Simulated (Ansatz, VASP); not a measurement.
# Sn in VASP and in Ansatz

The input INCAR:

```
SYSTEM = Sn
PREC = Accurate
ENCUT = 520
EDIFF = 1E-6
ISMEAR = -1
SIGMA = 0.1
LREAL = .False.
LASPH = .True.
NELM = 150
ALGO = Fast
ISIF = 2
LWAVE = .False.
LCHARG = .False.
MAGMOM = 0 0 0
LORBIT = 11
LSORBIT = .True.
GGA_COMPAT = .False.
LORBMOM = .True.
NBANDS = 25
```

File KPOINTS:

```
regular mesh
0
Gamma
  12 12 12
  0 0 0
```

POSCAR

```
Sn
1.0
   -1.8521954803      1.8521954803      1.8521954803
    1.8521954803     -1.8521954803      1.8521954803
    1.8521954803      1.8521954803     -1.8521954803
Sn
1
Direct
    0.0000000000      0.0000000000      0.0000000000
```

Input for Ansatz:

```yaml
crystal:
  lattice:
    - [-1.8521954803, 1.8521954803, 1.8521954803]
    - [1.8521954803, -1.8521954803, 1.8521954803]
    - [1.8521954803, 1.8521954803, -1.8521954803]
  atoms:
    - { symbol: Sn, position: [0.0, 0.0, 0.0] }
hamiltonian:
  xc: lda
  pseudopotentials:
    kind: paw_fr
    azcp:
      Sn: "pseudopotentials/Sn.paw.azcp"
basis:
  ecutwfc: 420
  fft_grid_basis: typed
kpoints:
  mp_grid: { grid: [12, 12, 12], shift: [0, 0, 0] }
magnetization:
  noncollinear: true
  spin_orbit: true
scf:
  occupations: { method: fermi_dirac, width: 0.1 }
output:
  write_density: true
  write_potential: true
  elf: true
  volumetric_format: npy
```

Alike in both runs: task single point; functional LDA; k mesh 12 × 12 × 12; occupations fermi-dirac, width 0.1 eV; non-collinear spin, spin-orbit coupling.

|  | VASP | Ansatz |
| --- | --- | --- |
| version | VASP 6.6.1 | Ansatz 0.2.0 |
| potentials or method | VASP PAW LDA potentials, release 64 (Sn_d) | plane waves (420 eV) with PAW, fully relativistic with spin-orbit coupling |
| plane-wave cutoff (eV) | 520 | 420 |
| valence electrons in the cell | 14 | 14 |

```tsv
	VASP	Ansatz	Ansatz less VASP
net moment per atom (μB)	0.00	0.00	0.000
```

Ansatz warned: «pseudo_functional_mismatch».
